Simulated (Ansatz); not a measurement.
# Cs (Im-3m) in Ansatz: convergence with n extra bands

Aim: find how far n extra bands must go before the results for Cs settle, at PBEsol. This setting moves, with any that are tied to it; all else stays.

Everything below comes from runs of Ansatz 0.2.0. Logs are shortened: lines on timing, memory, paths and dates and some standing lists are left out, and cuts for length are marked.

**1. Starting point**

It takes space group Im-3m (No. 229, cubic). The conventional cell has a = 6.257 Å, b = 6.257 Å, c = 6.257 Å, α = 90.00°, β = 90.00°, γ = 90.00°.

**2. With n extra bands 1**

Input file input.yaml:

```yaml
crystal:
  lattice:
    - [-3.1284650614, 3.1284650614, 3.1284650614]
    - [3.1284650614, -3.1284650614, 3.1284650614]
    - [3.1284650614, 3.1284650614, -3.1284650614]
  atoms:
    - { symbol: Cs, position: [0.0, 0.0, 0.0] }
kpoints:
  mp_grid: { grid: [6, 6, 6] }
scf:
  occupations: { method: fermi_dirac, width: 0.05 }
  n_extra_bands: 1
hamiltonian:
  xc: pbesol
  pseudopotentials: { kind: all_electron, lapw: { basis_error: 0.001 } }
output:
  forces: true
  stress: true
  eigenvalues: true
```

Potentials or basis: all-electron LAPW, scalar-relativistic.

On the command line:

```
ansatz run input.yaml --threads 1 --pin off --max-ram 3072MiB --backend cpu --events-out ev --progress --plain --runs-dir out
```

The log of the run:

```text
Warning: RAYON_NUM_THREADS=1 ignored (pool sized by the plan → 1); use --threads N
LAPW: plane waves up to 3.325 Å⁻¹, error target 1.0e-3 eV per atom; small_component_spin mean_spin; Cs in spheres of 2.709 Å, 19 of its electrons in bands, Dirac shells [] (how accurate: hamiltonian.pseudopotentials.lapw.basis_error, Limitations)
scf.n_extra_bands = 1 over 10 filled bands (N_el = 19.0): the run solves 11 bands
Engine: ansatz 0.2.0, x86_64-unknown-linux-gnu
Pseudopotentials: kind: all_electron
Pseudopotential: Cs, LAPW, valence charge 19, lapw/all_electron/scalar/gaussian/Cs, Koelling and Harmon's equation, gaussian nucleus
Functional definition: PBEsol
  exchange = pbesol_x
  correlation = pbesol_c
Crystal: 1 atoms, lattice volume = 122.477 Å³
Basis set: ecut = 42.12234394691967 eV, 79 PW (Γ), exchange–correlation at level 2
Bands: 11, of which v1, the nominal top of the filled ones, is band 10 counted from 1 (9 counted from 0)
Symmetry: 48 space group operations
Space group: Im-3m (ITA 229), of the structure as read, at distance tolerance 5.0e-5 Å
k-points: 16 of 216
Non-local potential: Cs, projectors of the file, none
Initial density: superposition of atomic densities (chi_scale 0.1, normalization cell)
Initial wavefunctions: plane waves of lowest kinetic energy (no species holds an atomic orbital)
Functional: x = pbesol(κ = 0.804, μ = 0.12345679012345678), c = pbesol(β = 0.046)
iter 1 solved again at ethr=1.10e-5 eV; its pass at ethr=1.00e-1 eV (dr2=2.10e-3 eV) is discarded
SCF iter   1: F=—  HF=-211800.594784 eV  |F-HF|=—  |Δ(HF+E_count)|=         —  Δρ=7.86e-4  dr2=2.10e-3  ethr=1.10e-5  ⟨swp⟩=4.3  Hψ=1256  notcnv=0
preconditioner: auto → none  [insulator: Δε(μ)=0.142 eV  Ē_g=1.561 eV  σ=0.050 eV  W_gap=0.51  n_scr=12 (ndim 8)  ℏωp=3.4 eV  f_vac=0.000  D(μ)=2.50/eV (n_scr^D=12)  ε∞_Penn≈5.6]
SCF iter   2: F=—  HF=-211800.594517 eV  |F-HF|=—  |Δ(HF+E_count)|=   2.66e-4  Δρ=3.92e-4  dr2=5.26e-4  ethr=1.10e-5  ⟨swp⟩=2.0  Hψ=636  notcnv=0
iter 3 solved again at ethr=1.07e-7 eV; its pass at ethr=2.77e-6 eV (dr2=2.03e-5 eV) is discarded
SCF iter   3: F=—  HF=-211800.595047 eV  |F-HF|=—  |Δ(HF+E_count)|=   5.29e-4  Δρ=7.68e-5  dr2=2.03e-5  ethr=1.07e-7  ⟨swp⟩=2.0  Hψ=1038  notcnv=0
SCF iter   4: F=—  HF=-211800.595075 eV  |F-HF|=—  |Δ(HF+E_count)|=   2.82e-5  Δρ=8.40e-6  dr2=2.48e-7  ethr=1.07e-7  ⟨swp⟩=2.7  Hψ=647  notcnv=0
SCF iter   5: F=-211800.595076 eV  HF=-211800.595076 eV  |F-HF|=4.44e-8  |Δ(HF+E_count)|=   8.76e-7  Δρ=1.11e-6  dr2=4.29e-9  ethr=1.31e-9  ⟨swp⟩=2.8  Hψ=648  notcnv=0
SCF 1 converged in 5 iterations: F = -211800.595076 eV  dr2 = 4.29e-9
SCF converged after 5 iterations
Free energy (F): -211800.595076 eV
Harris-Foulkes:  -211800.595076 eV  (|F-HF|=4.44e-8)
Internal energy: -211800.577100 eV  (E = F + TS)
E sigma→0 (E₀):  -211800.586088 eV
Entropy (-TS):   -0.017976 eV (-17.976 meV/atom)
Fermi energy:    2.919351 eV
--- Per-component energies (eV) ---
  E_band       = -769.605293
  E_kinetic    = 225142.841765
  E_xc         = -5153.643885
  E_electrostatic = -431789.774980  (all electrons and nuclei)
  E_smearing   = -0.017976  (= −TS)
  E_closure    = 0.000000  (closes the sum)
  E_atoms      = -211799.681547  (free atoms, spherical and without spin; not in F)
  Σ components = -211800.595076   (vs F -211800.595076, Δ=0.00e0)
  Basis errors (estimates in eV, not in F): energy 2.6e-4 per atom: plane waves 2.6e-4 (1.4e-4 summed), levels above the bands 9.5e-11, relativity 2.1e-9, radial functions 3.7e-6, core shells 1.1e-9; eigenvalues (radial functions only) 1.2e-6; not estimated: angular momenta, meshes, grids; target (lapw.basis_error) 1.0e-3; muffin-tin radii Cs 2.709 Å
--- Forces (eV/Å), atoms counted from 1 ---
  atom   1  Cs    -0.00000000     0.00000000     0.00000000
  max |Σ_I F_I| component: 4.52e-32 eV/Å
--- Stress (GPa, compression-positive) ---
       -0.192922       0.000000       0.000000
        0.000000      -0.192922      -0.000000
        0.000000      -0.000000      -0.192922
  P = ⅓ Tr σ = -0.1929 GPa (-1.929 kbar)
--- Band table (eV; the first three rows and the last of 16) ---
  k-point 0: bands = ["-68.3535", "-68.3535", "-68.3535", "-68.3535", "-68.3535", "-20.9767", "-7.7011", "-7.7011", "-7.7011", "1.2962", "5.3749"]
  k-point 1: bands = ["-68.3535", "-68.3535", "-68.3535", "-68.3535", "-68.3535", "-20.9755", "-7.7295", "-7.7105", "-7.7011", "1.5792", "5.0298"]
  k-point 2: bands = ["-68.3535", "-68.3535", "-68.3535", "-68.3535", "-68.3535", "-20.9731", "-7.7850", "-7.7292", "-7.7011", "2.3195", "4.2475"]
  k-point 15: bands = ["-68.3535", "-68.3535", "-68.3535", "-68.3535", "-68.3535", "-20.9679", "-7.7810", "-7.7810", "-7.7810", "3.6256", "3.6256"]
```

It took 2.3 s on 1 thread of Intel Xeon at 2.50GHz (Skylake/Cascade Lake), shared host; peak memory 0.22 GiB.

What came out:

| Item | Value |
| --- | --- |
| Free energy | -211800.5951 eV |
| Pressure | -0.2 GPa |
| Band gap on the k mesh | none (metal or under the smearing width) |

**3. With n extra bands 2**

input.yaml, as its differences from that of step 2:

```diff
@@ -11,3 +11,3 @@
   occupations: { method: fermi_dirac, width: 0.05 }
-  n_extra_bands: 1
+  n_extra_bands: 2
 hamiltonian:
```

Potentials or basis: all-electron LAPW, scalar-relativistic.

On the command line:

```
ansatz run input.yaml --threads 1 --pin off --max-ram 3072MiB --backend cpu --events-out ev --progress --plain --runs-dir out
```

Wall time 1.8 s (1 thread of Intel Xeon at 2.50GHz (Skylake/Cascade Lake), shared host); peak memory 0.22 GiB.

Results:

| Quantity | Value |
| --- | --- |
| Free energy | -211800.5951 eV |
| Pressure | -0.2 GPa |
| Band gap on the k mesh | none (metal or under the smearing width) |

**4. With n extra bands 4**

input.yaml, as its differences from that of step 3:

```diff
@@ -11,3 +11,3 @@
   occupations: { method: fermi_dirac, width: 0.05 }
-  n_extra_bands: 2
+  n_extra_bands: 4
 hamiltonian:
```

On the command line:

```
ansatz run input.yaml --threads 1 --pin off --max-ram 3072MiB --backend cpu --events-out ev --progress --plain --runs-dir out
```

It took 2.4 s on 1 thread of Intel Xeon at 2.50GHz (Skylake/Cascade Lake), shared host; peak memory 0.21 GiB.

Results:

* Free energy: -211800.5951 eV
* Pressure: -0.2 GPa
* Band gap on the k mesh: none (metal or under the smearing width)

**5. With n extra bands 8**

input.yaml, as its differences from that of step 4:

```diff
@@ -11,3 +11,3 @@
   occupations: { method: fermi_dirac, width: 0.05 }
-  n_extra_bands: 4
+  n_extra_bands: 8
 hamiltonian:
```

On the command line:

```
ansatz run input.yaml --threads 1 --pin off --max-ram 3072MiB --backend cpu --events-out ev --progress --plain --runs-dir out
```

Run time: 2.9 s. Hardware: 1 thread of Intel Xeon at 2.50GHz (Skylake/Cascade Lake), shared host; peak memory 0.22 GiB.

What came out:

```
Free energy            : -211800.5951 eV
Pressure               : -0.2 GPa
Band gap on the k mesh : none (metal or under the smearing width)
```

**6. Summary**

| n extra bands | energy less the tightest run, at zero smearing (meV/atom) | SCF cycles | CPU time (s) | peak memory (GiB) |
| --- | --- | --- | --- | --- |
| 1 | 0.00 | 5 | 2.2 | 0.22 |
| 2 | 0.00 | 5 | 1.8 | 0.22 |
| 4 | 0.00 | 5 | 2.3 | 0.21 |
| 8 | 0.00 | 5 | 2.9 | 0.22 |

Against the tightest run, the energy stays within 1 meV/atom from 1 on. The tightest run that finished is the yardstick and may itself not be fully converged.
